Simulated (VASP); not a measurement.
```xyz
4
Lattice="1.3335 -2.3096 0.0000 1.3335 2.3096 0.0000 0.0000 0.0000 4.3299" Properties=species:S:1:pos:R:3 pbc="T T T"
Be     1.3335    -0.7699     2.1652
Be     1.3335     0.7699     0.0003
O      1.3335    -0.7699     3.8014
O      1.3335     0.7699     1.6364
```

Calculation: LDA (Ceperley-Alder, Perdew-Zunger), VASP's LDA PAW potentials (set 64) (plane waves; VASP). Numerical set-up: 520 eV cut-off, 12×12×7 Γ-centred mesh, Gaussian smearing of 0.010 eV, potentials Be O.

Q: Predict the energy per atom (σ→0), band gap (on the k-mesh) with the smallest direct gap where there is one.

A: 
band gap (on the k-mesh): 7.92 eV
smallest direct gap (on the k-mesh): 7.92 eV
energy per atom (σ→0): -7.865 eV/atom

Only differences to runs with the same potentials and settings are physical.

The compound is BeO in the wurtzite structure. It was relaxed first.
